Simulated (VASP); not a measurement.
Wanted: the native input for a VASP 6.6.1 run.

| Quantity | Value |
| --- | --- |
| Task | relaxation of cell and atoms |
| Functional | LDA |
| Potentials or basis | VASP PAW LDA potentials, release 64 (Cs_sv, H) |
| Cutoff | 600 eV |
| k mesh | 8 × 8 × 8 |
| Occupations | gaussian, width 0.02 eV |
| Spin | no spin polarisation |
| Dipole correction | no |
| Further INCAR settings | ALGO = Normal; EDIFF = 1e-06; IBRION = 2; EDIFFG = -0.005; NSW = 70; ISIF = 3 |

The structure of CsH lies in POSCAR:

```
CsH
1.0
    0.0000000000      3.2165043114      3.2165043114
    3.2165043114      0.0000000000      3.2165043114
    3.2165043114      3.2165043114      0.0000000000
Cs H
1 1
Direct
    0.0000000000      0.0000000000      0.0000000000
    0.5000000000      0.5000000000      0.5000000000
```

These files were run (other wordings do the same):

INCAR

```
SYSTEM = CsH
  PREC = Accurate
  ENCUT = 600
  EDIFF = 1E-6
  ISMEAR = 0
  SIGMA = 0.02
  LREAL = .False.
  LASPH = .True.
  NELM = 60
  ALGO = Normal
  ISIF = 3
  LWAVE = .False.
  LCHARG = .False.
  IBRION = 2
  NSW = 70
  EDIFFG = -0.005
```

KPOINTS

```
regular mesh
0
Gamma
  8 8 8
  0 0 0
```

Potentials or basis: VASP PAW LDA potentials, release 64 (Cs_sv, H).

Run with:

```bash
$ cat potpaw_LDA.64/Cs_sv/POTCAR potpaw_LDA.64/H/POTCAR > POTCAR
$ mpirun -np 1 vasp_std > vasp.out
```

Results of the run:

```json
{
  "Relaxed volume": "28.58 Å³/atom",
  "Relaxed cell": "a = 4.324 Å, b = 4.324 Å, c = 4.324 Å, α = 60.00°, β = 60.00°, γ = 60.00°",
  "Space group after relaxing (to 0.05 Å)": "Fm-3m (No. 225)",
  "Energy gained by relaxing": "23.1 meV/atom",
  "Ionic steps": "5",
  "Pressure after relaxing": "0.0 GPa",
  "Band gap on the k mesh": "1.74 eV, direct"
}
```

Caveat: spin-orbit coupling is left out, which moves the levels of the heavy elements.

Run time: 40 s on 1 thread of Intel(R) Xeon(R) Platinum 8375C CPU @ 2.90GHz (Ice Lake), with other jobs on the host, peak memory 0.19 GiB.
